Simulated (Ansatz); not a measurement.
Input and command of a plane-wave DFT calculation in Ansatz:

```yaml
crystal:
  lattice:
    - [0.0, 2.3885, 2.3885]
    - [2.412385, 0.0, 2.3885]
    - [2.412385, 2.3885, 0.0]
  atoms:
    - { symbol: B, position: [0.0, 0.0, 0.0] }
    - { symbol: As, position: [0.75, 0.75, 0.75] }
basis:
  ecutwfc: 500
kpoints:
  mp_grid: { grid: [10, 10, 10] }
hamiltonian:
  xc: r2scan
scf:
  occupations: { method: gaussian, width: 0.05 }
output:
  forces: true
  stress: true
  eigenvalues: true
```

```bash
ansatz run input.yaml --threads 1 --pin off --max-ram 2560MiB --backend cpu --events-out ev --progress --plain --runs-dir out
```

Processor: Intel(R) Xeon(R) Processor @ 2.50GHz (Skylake/Cascade Lake), 1 thread, on a host shared with other jobs.

Q: Estimate time, memory and problem size.

A: About 20 s on 1 thread of Intel(R) Xeon(R) Processor @ 2.50GHz (Skylake/Cascade Lake), on a shared host, peak memory 0.43 GiB. It solves 13 bands at 102 k points (the mesh reduced by the symmetry that the task leaves, which can be less than the crystal's) with about 717 plane waves, in 6 SCF iterations.
